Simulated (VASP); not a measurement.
# GeSe (Pnma) in VASP: a series of runs

The runs below take GeSe through relaxation of cell and atoms, with PBE+D3(BJ), LDA.

Program: VASP 6.6.1. These are calculated values, not measurements. Logs are shortened: lines on timing, memory, paths and dates and some standing lists are left out, and cuts for length are marked.

**1. The crystal as given**

The structure is orthorhombic, space group Pnma (No. 62). The conventional cell has a = 10.790 Å, b = 3.820 Å, c = 4.380 Å, α = 90.00°, β = 90.00°, γ = 90.00°. Ge (site symmetry m) is surrounded by 3 Se at 2.54 to 2.58 Å. Se (site symmetry m) has 3 Ge at 2.54 to 2.58 Å as nearest neighbours.

**2. Relaxation of cell and atoms, PBE+D3(BJ)**

The input, INCAR:

```
PREC = Accurate
ENCUT = 600
EDIFF = 1E-6
ISMEAR = 0
SIGMA = 0.03
LREAL = False
LASPH = True
NELM = 80
ALGO = Normal
ISIF = 3
LWAVE = False
LCHARG = False
GGA = PE
IVDW = 12
IBRION = 2
NSW = 90
EDIFFG = -0.01
KPAR = 2
```

The input, KPOINTS:

```
regular mesh
0
Gamma
  4 8 6
```

The input, POSCAR:

```
GeSe
1.0
   10.7900000000      0.0000000000      0.0000000000
    0.0000000000      3.8200000000      0.0000000000
    0.0000000000      0.0000000000      4.3800000000
Ge Se
4 4
Direct
    0.1210000000      0.7500000000      0.8940000000
    0.6210000000      0.7500000000      0.6060000000
    0.3790000000      0.2500000000      0.3940000000
    0.8790000000      0.2500000000      0.1060000000
    0.8520000000      0.7500000000      0.4970000000
    0.3520000000      0.7500000000      0.0030000000
    0.6480000000      0.2500000000      0.9970000000
    0.1480000000      0.2500000000      0.5030000000
```

Potentials or basis: VASP PAW PBE potentials, release 64 (Ge_d, Se).

On the command line:

```
> cat potpaw_PBE.64/Ge_d/POTCAR potpaw_PBE.64/Se/POTCAR > POTCAR
> mpirun -np 2 vasp_std > vasp.out
```

OUTCAR:

```text
PREC = Accurate
   ENCUT = 600
   EDIFF = 1E-6
   ISMEAR = 0
   LREAL = False
   LASPH = True
   NELM = 80
   ISIF = 3
   GGA = PE
   IVDW = 12
   IBRION = 2
   NSW = 90
   EDIFFG = -0.01
 IVDW          = 12

 ion  position               nearest neighbor table
   1  0.121  0.750  0.894-   6 2.54   8 2.58   8 2.58
   2  0.621  0.750  0.606-   5 2.54   7 2.58   7 2.58
   3  0.379  0.250  0.394-   8 2.54   6 2.58   6 2.58
   4  0.879  0.250  0.106-   7 2.54   5 2.58   5 2.58
   5  0.852  0.750  0.497-   2 2.54   4 2.58   4 2.58
   6  0.352  0.750  0.003-   1 2.54   3 2.58   3 2.58
   7  0.648  0.250  0.997-   4 2.54   2 2.58   2 2.58
   8  0.148  0.250  0.503-   3 2.54   1 2.58   1 2.58

  LATTYP: Found a simple orthorhombic cell.
 ALAT       =     3.8200000000
 B/A-ratio  =     1.1465968586
 C/A-ratio  =     2.8246073298

  Lattice vectors:

 A1 = (   0.0000000000,   3.8200000000,   0.0000000000)
 A2 = (   0.0000000000,   0.0000000000,   4.3800000000)
 A3 = (  10.7900000000,   0.0000000000,   0.0000000000)

Analysis of symmetry for initial positions (statically):
=====================================================================
 Subroutine PRICEL returns:
 Original cell was already a primitive cell.

 Routine SETGRP: Setting up the symmetry group for a
 simple orthorhombic supercell.

 Subroutine GETGRP returns: Found  8 space group operations
 (whereof  2 operations were pure point group operations)
 out of a pool of  8 trial point group operations.

The static configuration has the point symmetry S_2 .
 The point group associated with its full space group is D_2h.

Analysis of symmetry for dynamics (positions and initial velocities):
=====================================================================
 Subroutine PRICEL returns:
 Original cell was already a primitive cell.

 Routine SETGRP: Setting up the symmetry group for a
 simple orthorhombic supercell.

 Subroutine GETGRP returns: Found  8 space group operations
 (whereof  2 operations were pure point group operations)
 out of a pool of  8 trial point group operations.

The dynamic configuration has the point symmetry S_2 .
 The point group associated with its full space group is D_2h.

 Subroutine INISYM returns: Found  8 space group operations
 (whereof  2 operations are pure point group operations),
 and found     1 'primitive' translations

----------------------------------------------------------------------------------------

                                     Primitive cell

  volume of cell :     180.5340

  direct lattice vectors                    reciprocal lattice vectors
    10.790000000  0.000000000  0.000000000     0.092678406  0.000000000  0.000000000
     0.000000000  3.820000000  0.000000000     0.000000000  0.261780105  0.000000000
     0.000000000  0.000000000  4.380000000     0.000000000  0.000000000  0.228310502

  length of vectors
    10.790000000  3.820000000  4.380000000     0.092678406  0.261780105  0.228310502

  position of ions in fractional coordinates (direct lattice)
     0.121000000  0.750000000  0.894000000
     0.621000000  0.750000000  0.606000000
     0.379000000  0.250000000  0.394000000
     0.879000000  0.250000000  0.106000000
     0.852000000  0.750000000  0.497000000
     0.352000000  0.750000000  0.003000000
     0.648000000  0.250000000  0.997000000
     0.148000000  0.250000000  0.503000000

  ion indices of the primitive-cell ions
   primitive index   ion index
                 1           1
                 2           2
                 3           3
                 4           4
                 5           5
                 6           6
                 7           7
                 8           8

----------------------------------------------------------------------------------------

 KPOINTS: regular mesh

Automatic generation of k-mesh.
 Grid dimensions read from file:
 generate k-points for:    4    8    6

 Generating k-lattice:

  Cartesian coordinates                     Fractional coordinates (reciprocal lattice)
     0.023169601  0.000000000  0.000000000     0.250000000  0.000000000  0.000000000
     0.000000000  0.032722513  0.000000000     0.000000000  0.125000000  0.000000000
     0.000000000  0.000000000  0.038051750     0.000000000  0.000000000  0.166666667

  Length of vectors
     0.023169601  0.032722513  0.038051750

  Shift w.r.t. Gamma in fractional coordinates (k-lattice)
     0.000000000  0.000000000  0.000000000

 Subroutine IBZKPT returns following result:
 ===========================================

 Found     60 irreducible k-points:

 Following reciprocal coordinates:
            Coordinates               Weight
  0.000000  0.000000  0.000000      1.000000
  0.250000  0.000000  0.000000      2.000000
  0.500000  0.000000  0.000000      1.000000
  0.000000  0.125000  0.000000      2.000000
  0.250000  0.125000  0.000000      4.000000
  0.500000  0.125000  0.000000      2.000000
[... 16 lines left out ...]
  0.250000  0.250000  0.166667      8.000000
  0.500000  0.250000  0.166667      4.000000
 [... further k-points ...]
   k-points           NKPTS =     60   k-points in BZ     NKDIM =     60   number of bands    NBANDS=     48
   number of dos      NEDOS =    301   number of ions     NIONS =      8
   total plane-waves  NPLWV = 103680
   dimension x,y,z NGX =    90 NGY =   32 NGZ =   36
   dimension x,y,z NGXF=   180 NGYF=   64 NGZF=   72
   ions per type =               4   4
   NGX,Y,Z   is equivalent  to a cutoff of  13.87, 13.93, 13.66 a.u.
   NGXF,Y,Z  is equivalent  to a cutoff of  27.73, 27.85, 27.33 a.u.
 SYSTEM =  unknown system
   PREC   = accura    normal or accurate (medium, high low for compatibility)
   ISTART =      0    job   : 0-new  1-cont  2-samecut
   ICHARG =      2    charge: 1-file 2-atom 10-const
   ISPIN  =      1    spin polarized calculation?
   LNONCOLLINEAR =      F non collinear calculations
   LSORBIT =      F    spin-orbit coupling
   LASPH  =      T    aspherical Exc in radial PAW
   ENCUT  =  600.0 eV  44.10 Ry    6.64 a.u.  21.55  7.63  8.75*2*pi/ulx,y,z
   NELM   =     80;   NELMIN=  2; NELMDL= -5     # of ELM steps
   EDIFF  = 0.1E-05   stopping-criterion for ELM
   LREAL  =      F    real-space projection
   EDIFFG = -.1E-01   stopping-criterion for IOM
   NSW    =     90    number of steps for IOM
   IBRION =      2    ionic relax: 0-MD 1-quasi-New 2-CG
   NFREE  =      1    steps in history (QN), initial steepest desc. (CG)
   ISIF   =      3    stress and relaxation
   ISYM   =      2    0-nonsym 1-usesym 2-fastsym
   POTIM  = 0.5000    time-step for ionic-motion
   TEBEG  =    0.0;   TEEND  =   0.0 temperature during run
   PSTRESS=    0.0 pullay stress
   NELECT =      80.0000    total number of electrons
   NUPDOWN=      -1.0000    fix difference up-down
   EMIN   =  10.00;   EMAX   =-10.00  energy-range for DOS
   EFERMI =   0.00;   METHOD = LEGACY
   ISMEAR =     0;   SIGMA  =   0.03  broadening in eV -4-tet -1-fermi 0-gaus
   EFERMI_NEDOS =   21; number of points for ismear=-14 and -15
   IALGO  =     38    algorithm
   IMIX   =      4    mixing-type and parameters
     AMIX     =   0.40;   BMIX     =  1.00
     AMIX_MAG =   1.60;   BMIX_MAG =  1.00
  volume/ion in A,a.u.               =      22.57       152.29
  Fermi-wavevector in a.u.,A,eV,Ry     =   1.248107  2.358580 21.194766  1.557771
  Thomas-Fermi vector in A             =   2.382209
   LORBIT       =      0    0 simple, 1 ext, 2 COOP (PROOUT), +10 PAW based schemes
   GGA     = PE    functional components
   LHFCALC =     F    Hartree Fock is set to
   AEXX    =    0.0000 exact exchange contribution
   IVDW    =    12    specifies the selected vdW correction
   LEPSILON=     F    determine dielectric tensor
   LRPA    =     F    only Hartree local field effects (RPA)
 conjugate gradient relaxation of ions
 non-spin polarized calculation
 Gauss-broadening in eV      SIGMA  =   0.03
  energy-cutoff  :      600.00
  volume of cell :      180.53
 maximum number of plane-waves:      6072
 NGX is ok and might be reduce to    90
   NGX = 43   NGY = 15   NGZ = 17

--------------------------------------- Ionic step        1  -------------------------------------------

 number of electron      79.9999967 magnetization

 Free energy of the ion-electron system (eV)
  ---------------------------------------------------
  ext. energy  EPLUGINS =         0.00000000
  ---------------------------------------------------
  free energy    TOTEN  =       -33.75114120 eV

  energy without entropy =      -33.75114120  energy(sigma->0) =      -33.75114120

 E-fermi :   4.7477     XC(G=0): -10.0202

 val. band max:        4.5474094281   @ k =   0.0000   0.0000   0.3333
 cond. band min:       5.1774906956   @ k =   0.0000   0.0000   0.0000
 fundamental gap:      0.6300812675
 Fermi energy:         4.7477210363

 k-point     1 :       0.0000    0.0000    0.0000
  band No.  band energies     occupation
      1     -20.0323      2.00000
      2     -20.0297      2.00000
      3     -20.0289      2.00000
      4     -20.0276      2.00000
      5     -20.0273      2.00000
      6     -20.0270      2.00000
[... 1213 lines left out ...]
     47       8.1544      0.00000
     48       8.1544      0.00000

 [... further k-points ...]

------------------------ aborting loop because EDIFF is reached ----------------------------------------

 Edisp (eV)   -2.87332

 E8    (eV) :    -1.2329

  FORCE on cell =-STRESS in cart. coord.  units (eV):
  Direction    XX          YY          ZZ          XY          YZ          ZX
  --------------------------------------------------------------------------------------
  -------------------------------------------------------------------------------------
  Total       4.27061     3.75581     3.16935     0.00000     0.00000     0.00000
  in kB      37.90017    33.33155    28.12692     0.00000     0.00000     0.00000
  external pressure =       33.12 kB  Pullay stress =        0.00 kB
[... 115 lines left out ...]
  FREE ENERGIE OF THE ION-ELECTRON SYSTEM (eV)
  ---------------------------------------------------
  free  energy   TOTEN  =       -36.7085586645 eV

  energy  without entropy=      -36.7085586645  energy(sigma->0) =      -36.70855866

[... ionic steps 4 to 22 ...]

--------------------------------------- Ionic step       23  -------------------------------------------

 number of electron      80.0000055 magnetization

------------------------ aborting loop because EDIFF is reached ----------------------------------------

 Edisp (eV)   -2.86354

 E8    (eV) :    -1.2307
[... 81 lines left out ...]
  energy  without entropy=      -36.7181962080  energy(sigma->0) =      -36.71819621

--------------------------------------- Ionic step       25  -------------------------------------------

 number of electron      80.0000057 magnetization

 Free energy of the ion-electron system (eV)
  ---------------------------------------------------
  ext. energy  EPLUGINS =         0.00000000
  ---------------------------------------------------
  free energy    TOTEN  =       -33.85471736 eV

  energy without entropy =      -33.85471736  energy(sigma->0) =      -33.85471736

 E-fermi :   4.3102     XC(G=0):  -9.8241

 val. band max:        4.1250940688   @ k =   0.0000   0.0000   0.3333
 cond. band min:       4.8364721297   @ k =   0.0000   0.0000   0.0000
 fundamental gap:      0.7113780609
 Fermi energy:         4.3101742521

 k-point     1 :       0.0000    0.0000    0.0000
  band No.  band energies     occupation
      1     -20.4424      2.00000
      2     -20.4405      2.00000
      3     -20.4397      2.00000
      4     -20.4385      2.00000
      5     -20.4383      2.00000
      6     -20.4382      2.00000
[... 1213 lines left out ...]
     47       7.6764      0.00000
     48       7.6764      0.00000

 [... further k-points ...]

------------------------ aborting loop because EDIFF is reached ----------------------------------------

 Edisp (eV)   -2.86352

 E8    (eV) :    -1.2307

  FORCE on cell =-STRESS in cart. coord.  units (eV):
  Direction    XX          YY          ZZ          XY          YZ          ZX
  --------------------------------------------------------------------------------------
  -------------------------------------------------------------------------------------
  Total      -0.00368     0.01641     0.02266     0.00000    -0.00000     0.00000
  in kB      -0.03134     0.13974     0.19291     0.00000    -0.00000     0.00000
  external pressure =        0.10 kB  Pullay stress =        0.00 kB
[... 23 lines left out ...]
  FREE ENERGIE OF THE ION-ELECTRON SYSTEM (eV)
  ---------------------------------------------------
  free  energy   TOTEN  =       -36.7182414562 eV

  energy  without entropy=      -36.7182414562  energy(sigma->0) =      -36.71824146

 reached required accuracy - stopping structural energy minimisation
```

Run time: 38 min. Hardware: 2 MPI ranks of AMD EPYC 9R45 (Zen 5), shared host; peak memory 0.64 GiB.

What came out:

```
Free energy                            : -36.7182 eV
Relaxed volume                         : 23.52 Å³/atom
Relaxed cell                           : a = 10.960 Å, b = 3.882 Å, c = 4.423 Å, α = 90.00°, β = 90.00°, γ = 90.00°
Space group after relaxing (to 0.05 Å) : Pnma (No. 62)
Energy gained by relaxing              : 11.7 meV/atom
Ionic steps                            : 25
Pressure after relaxing                : 0.0 GPa
Largest force after relaxing           : 0.010 eV/Å
Band gap on the k mesh                 : 0.71 eV, indirect (least direct gap 0.89 eV)
Dispersion energy per atom             : -0.358 eV
```

Forces in eV/Å, atoms in the order of the input:
```
Ge   0.007  0.000 -0.007
Ge   0.007  0.000  0.007
Ge  -0.007  0.000 -0.007
Ge  -0.007  0.000  0.007
Se   0.005  0.000  0.007
Se   0.005  0.000 -0.007
Se  -0.005  0.000  0.007
Se  -0.005  0.000 -0.007
```

Step by step:
```
step  energy change (eV)  largest force (eV/Å)  pressure (GPa)  volume (Å³)
   1              0.0000                0.2543            3.31       180.53
   2             -0.0416                0.2877           -2.39       193.00
   3             -0.0841                0.1310           -0.08       187.88
   4             -0.0841                0.1262           -0.02       187.73
   5             -0.0878                0.0880            0.00       187.88
   6             -0.0900                0.0458            0.02       188.07
   7             -0.0901                0.0431            0.06       188.10
   8             -0.0912                0.0347           -0.05       188.44
   9             -0.0912                0.0360           -0.21       188.86
  10             -0.0914                0.0347           -0.19       188.67
  11             -0.0920                0.0429            0.00       188.33
  12             -0.0921                0.0472            0.14       188.14
  13             -0.0926                0.0377            0.09       188.16
  14             -0.0932                0.0185            0.04       188.20
  15             -0.0934                0.0170           -0.06       188.33
  16             -0.0934                0.0168           -0.04       188.37
  17             -0.0934                0.0168           -0.09       188.43
  18             -0.0935                0.0168           -0.04       188.34
  19             -0.0936                0.0184            0.02       188.17
  20             -0.0936                0.0183            0.11       188.14
  21             -0.0936                0.0183           -0.02       188.16
  22             -0.0936                0.0183            0.06       188.15
  23             -0.0937                0.0132            0.01       188.18
  24             -0.0937                0.0124           -0.02       188.22
  25             -0.0938                0.0096            0.01       188.18
```

Final structure:
```
Ge Se
1.0
    10.95973    0.00000    0.00000
     0.00000    3.88180    0.00000
     0.00000    0.00000    4.42316
Ge Se
4 4
Direct
  0.12293 0.75000 0.89010
  0.62293 0.75000 0.60990
  0.37707 0.25000 0.39010
  0.87707 0.25000 0.10990
  0.85450 0.75000 0.49865
  0.35450 0.75000 0.00135
  0.64550 0.25000 0.99865
  0.14550 0.25000 0.50135
```

Levels at points of the mesh, in eV from the valence-band top:
| k point | band 37 | band 38 | band 39 | band 40 | band 41 | band 42 | band 43 | band 44 |
| --- | --- | --- | --- | --- | --- | --- | --- | --- |
| (0.00, 0.00, 0.00) | -1.38 | -1.07 | -0.82 | -0.18 | 0.71 | 2.65 | 2.69 | 2.69 |
| (0.50, 0.00, 0.00) | -1.67 | -1.67 | -0.44 | -0.44 | 2.37 | 2.37 | 2.42 | 2.42 |
| (0.00, 0.50, 0.00) | -1.38 | -1.38 | -1.18 | -1.18 | 1.12 | 1.12 | 1.23 | 1.23 |
| (0.50, 0.50, 0.00) | -1.50 | -1.50 | -1.50 | -1.50 | 1.50 | 1.50 | 1.50 | 1.50 |
| (0.00, 0.00, 0.50) | -0.96 | -0.96 | -0.39 | -0.39 | 1.24 | 1.24 | 1.94 | 1.94 |
| (0.50, 0.00, 0.50) | -0.57 | -0.57 | -0.52 | -0.52 | 1.29 | 1.29 | 1.93 | 1.93 |
| (0.00, 0.50, 0.50) | -2.14 | -2.14 | -1.51 | -1.51 | 2.86 | 2.86 | 3.23 | 3.23 |
| (0.50, 0.50, 0.50) | -1.46 | -1.46 | -1.46 | -1.46 | 2.57 | 2.57 | 2.57 | 2.57 |

A k mesh can miss the band edges. Zero-point motion and thermal expansion aren't in these numbers.

[end of part 1 of 2]
